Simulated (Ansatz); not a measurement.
# Zr: strong compression

The task here is to estimate one member of a computed series from the others.

Method: DFT PBE, with the methods named in each step, in Ansatz 0.2.0.

1 further run of the same task is left out (it didn't finish).

**The starting structure**

The structure is cubic, space group Im-3m (No. 229). Conventional cell: a = 3.604 Å, b = 3.604 Å, c = 3.604 Å, α = 90.00°, β = 90.00°, γ = 90.00°. Around Zr (site symmetry m-3m) lie 8 Zr at 3.12 Å.

Structure file:

```cif
data_structure
_symmetry_space_group_name_H-M 'P 1'
_symmetry_Int_Tables_number 1
_cell_length_a 3.1210
_cell_length_b 3.1210
_cell_length_c 3.1210
_cell_angle_alpha 109.471
_cell_angle_beta 109.471
_cell_angle_gamma 109.471
_cell_volume 23.40
loop_
_atom_site_label
_atom_site_type_symbol
_atom_site_fract_x
_atom_site_fract_y
_atom_site_fract_z
_atom_site_occupancy
Zr1 Zr 0.00000 0.00000 0.00000 1
```

Whether this phase is the stable one at these pressures isn't tested.

The first run:

input.yaml reads:

```yaml
crystal:
  lattice:
    - [-1.8019012832, 1.8019012832, 1.8019012832]
    - [1.8019012832, -1.8019012832, 1.8019012832]
    - [1.8019012832, 1.8019012832, -1.8019012832]
  atoms:
    - { symbol: Zr, position: [0.0, 0.0, 0.0] }
kpoints:
  mp_grid: { grid: [16, 16, 16] }
scf:
  occupations: { method: fermi_dirac, width: 0.05 }
hamiltonian:
  xc: pbe
  pseudopotentials: { kind: paw }
output:
  forces: true
  stress: true
relax:
  f_tol: 0.005
  max_steps: 40
  cell: {}
```

On the command line:

```
> ansatz run input.yaml --threads 1 --pin off --max-ram 2048MiB --backend cpu --events-out ev --progress --plain --runs-dir out
```

Among the steps run: Cell relaxed at zero pressure, PAW; Volume scaled by 1, PAW; Volume scaled by 1, PAW (cutoff 300 eV); Volume scaled by 0.9, PAW; Volume scaled by 0.8, PAW; Volume scaled by 0.7, PAW; Volume scaled by 0.6, PAW; Volume scaled by 0.5, PAW; Volume scaled by 0.4, PAW; Volume scaled by 0.4, PAW (level accurate).

One table of the session follows, with a row left open; its other results are not shown here.

| method | volume over the first | volume (Å³/atom) | pressure (GPa) |
| --- | --- | --- | --- |
| PAW | 1 | 22.854 | -0.04 |
| PAW | 0.9 | 20.568 | 10.71 |
| PAW | 0.8 | 18.283 | 27.02 |
| PAW | 0.7 | ? | ? |
| PAW | 0.6 | 13.712 | 102.65 |
| PAW | 0.5 | 11.427 | 196.23 |
| PAW | 0.4 | 9.142 | 405.46 |
| PAW (cutoff 300 eV) | 1 | 22.854 | 0.00 |
| PAW (level accurate) | 0.4 | 9.142 | 405.60 |

Q: Estimate the row for PAW, 0.7 from the others.

As computed: volume (Å³/atom): 15.998; pressure (GPa): 55.11. In the column «volume (Å³/atom)» it lies between PAW, 0.6 (13.712) and PAW, 0.8 (18.283).

Caveats from the session: Warnings in the runs' records: cutoff below recommended.
